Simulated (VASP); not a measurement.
A run of VASP 6.6.1 is set up as follows.

run.py

```python
from ase.calculators.vasp import Vasp
from ase.dft.bandgap import bandgap
from ase.io import read

atoms = read('Na.xyz')
calc = Vasp(
    directory='calc',
    xc='rscan',
    pp='PBE',
    setups='minimal',
    pp_version='54',
    prec='Accurate',
    encut=500,
    ediff=1e-07,
    ismear=1,
    sigma=0.2,
    lreal=False,
    lasph=True,
    nelm=100,
    algo='Normal',
    isif=2,
    lwave=False,
    lcharg=False,
    lmixtau=True,
    ivdw=13,
    vdw_s6=1.0,
    vdw_s8=0.87728975,
    vdw_a1=0.49116966,
    vdw_a2=5.75859346,
    kpts=[9, 9, 9],
    gamma=True,
    nbands=6,
)
atoms.calc = calc

print('energy (eV):', atoms.get_potential_energy())
print('free energy (eV):', atoms.get_potential_energy(force_consistent=True))
print('forces (eV/A):')
print(atoms.get_forces())
print('stress (eV/A^3, Voigt):', atoms.get_stress())
print('Fermi level (eV):', calc.get_fermi_level())
gap, top, bottom = bandgap(calc)
print('band gap (eV):', gap, 'from (spin, k, band)', top, 'to', bottom)
```

The input Na.xyz:

```xyz
1
Lattice="-2.1410000000 2.1410000000 2.1410000000 2.1410000000 -2.1410000000 2.1410000000 2.1410000000 2.1410000000 -2.1410000000" Properties=species:S:1:pos:R:3 pbc="T T T"
Na     0.0000000000      0.0000000000      0.0000000000
```

Potentials or basis: VASP PAW PBE potentials, release 54 (Na).

Command:

```bash
$ python run.py
```

Question: Estimate the band gap on the k mesh.

Answer: None (metal or under the smearing width).

Question: Estimate the pressure.

Answer: -0.3 GPa.

Caveat: the PAW data sets were made with another functional, which shifts forces and pressure a little; pairwise dispersion overbinds metals, which lowers pressure and volume.
